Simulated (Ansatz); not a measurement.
CsCl (CsCl type), relaxed and computed with several functionals in Ansatz (plane waves, PAW).

| functional | a (Å) | gap (eV) | ΔH_f (eV/atom) | B₀ by P(V) fit (GPa) |
|---|---|---|---|---|
| r²SCAN | 4.140 | 5.91 | -2.19 | 18.3 |
| LDA | 3.969 | 4.99 | -2.03 | 24.8 |
| PBEsol | ? | ? | ? | ? |

Question: Fill in the missing entries.

Answer: 
- PBEsol, a (Å): 4.069
- PBEsol, gap (eV): 5.23
- PBEsol, ΔH_f (eV/atom): -1.96
- PBEsol, B₀ by P(V) fit (GPa): 18.5

All cells were relaxed under the symmetry of their starts (and spin orders); stability against distortions was not tested throughout. Spin–orbit coupling is left out wherever it is not named.

Potentials: the later of the program's two PAW sets.

Ansatz (a program for electronic structure) is a plane-wave DFT program.

Formation energies count from the lowest solids of the elements computed at the same level, not from gases.
